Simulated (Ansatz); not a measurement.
**Ta2C: opening a crack plane**

Ta2C, P-3m1, a = 3.110 Å, c = 4.942 Å. The structure is a COD entry; whether it is the stable form wasn't checked. Ansatz: r2SCAN, PAW, 500 eV, Γ-centred 17×17×5 mesh on 6 atoms, Gaussian smearing 0.15 eV; no spin polarisation. One cut on (001) per cell of 6 atoms is opened rigidly by x, between planes of Ta and Ta that stand 2.44 Å apart; y is the energy per area (8.377 Å², 1 eV/Å² = 16.02 J/m²).

| x (Å) | y (J/m²) |
| --- | --- |
| 0.00 | 0.000 |
| 0.50 | 1.300 |
| 1.00 | 3.297 |
| 2.00 | ? |
| 3.00 | 6.124 |
| 6.00 | 6.270 |

Task: Fit the universal binding curve y = W[1 − (1 + x/l) e^(−x/l)] to the other rows, give the peak stress, and predict the missing value.

Result: Least squares gives W = 6.30 J/m² and l = 0.575 Å. The stress dy/dx peaks at x = l with W/(e l) = 40.3 GPa, for rigid faces. At x = 2.00: x/l = 3.478, y = 5.429 J/m². The run gave 5.530 J/m², so the fit is 0.101 J/m² too low, a small miss on the scale of the series.

Spin–orbit coupling is left out, which can shift energies with elements as heavy as these.

Cost: 6 runs of about 11 core-minutes in all, on Intel Xeon Processor @ 2.50GHz (Skylake/Cascade Lake) (shared hosts).